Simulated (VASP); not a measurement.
Here is a VASP 6.6.1 calculation.

File INCAR:

```
AGGAC = 1.0
AGGAX = 1.0
ALDAC = 0.0
ALDAX = 1.0
ALGO = Fast
EDIFF = 1E-6
EDIFFG = -0.005
ENCUT = 600
GGA = B5
IBRION = 2
ISIF = 3
ISMEAR = -1
IVDW = 12
LASPH = True
LCHARG = False
LREAL = False
LWAVE = False
NELM = 80
NSW = 60
PREC = Accurate
SIGMA = 0.05
VDW_A1 = 0.4298
VDW_A2 = 4.2359
VDW_S6 = 1.0
VDW_S8 = 2.6996
```

Contents of KPOINTS:

```
k-points
0
Gamma
  8 8 8
```

The input POSCAR:

```
Ge
1.0
    0.0000000000      2.8289100000      2.8289100000
    2.8289100000      0.0000000000      2.8289100000
    2.8289100000      2.8289100000      0.0000000000
Ge
2
Direct
    0.7500000000      0.7500000000      0.7500000000
    0.5000000000      0.5000000000      0.5000000000
```

Potentials or basis: VASP PAW PBE potentials, release 64 (Ge_d).

The run is started by

```console
$ cat potpaw_PBE.64/Ge_d/POTCAR > POTCAR
$ mpirun -np 1 vasp_std > vasp.out
```

(1) Predict the band gap on the k mesh.

(2) Estimate the relaxed volume.

Answers

(1) none (metal or under the smearing width).

(2) 23.53 Å³/atom.

Caveat: the PAW data sets were made with another functional, which shifts forces and pressure a little; pairwise dispersion overbinds metals, which lowers pressure and volume; this crystal is a semiconductor, whose small gap the functional closes, so the metal is an error of the method.

The cell as given is a measured one (22.64 Å³/atom); BLYP+D3(BJ) puts the equilibrium volume +3.9 % from it, thermal expansion not counted.
